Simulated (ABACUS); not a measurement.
Mg under changes of volume

One of the cells (22.285 Å³/atom); the others are scaled copies at fixed shape and fractional positions:

```
Mg
1.0
    -1.77276    1.77276    1.77276
     1.77276   -1.77276    1.77276
     1.77276    1.77276   -1.77276
Mg
1
Direct
  0.00000 0.00000 0.00000
```

This isn't the form of Mg at room conditions, which is hcp.

| Property | Result |
| --- | --- |
| Program | ABACUS 3.10.1 |
| Functional | PBE |
| Potentials or basis | PseudoDojo NC SR 0.4.1 PBE standard |
| Cutoff | 1143 eV |
| Density cutoff | 4572 eV |
| Basis | plane waves |
| k mesh | 11 × 11 × 11 |
| Occupations | fermi-dirac, width 0.05 eV |
| Spin | no spin polarisation |

| volume (Å³/atom) | energy over the lowest point (meV/atom) | pressure (GPa) |
| --- | --- | --- |
| 20.948 | ? | ? |
| 21.394 | 11.92 | 2.7 |
| 21.839 | 5.57 | 1.8 |
| 22.285 | 1.67 | 1.0 |
| 22.731 | 0.00 | 0.2 |
| 23.176 | 0.34 | -0.5 |
| 23.622 | 2.51 | -1.1 |

Task: What does the run at 20.948 Å³/atom give?

Result: Energy over the lowest point 20.97 meV/atom; pressure 3.8 GPa.

Worked out: A Birch-Murnaghan fit of order 3 (a polynomial in V^(-2/3)) to the other rows has its minimum at 22.87 Å³/atom with B0 = V·E''(V) = 36 GPa and B' = 4.1. It gives 21.01 meV/atom at 20.948 Å³/atom, against the run's 20.97, and -dE/dV = 3.8 GPa, against 3.8.

Energies are extrapolated to zero smearing.
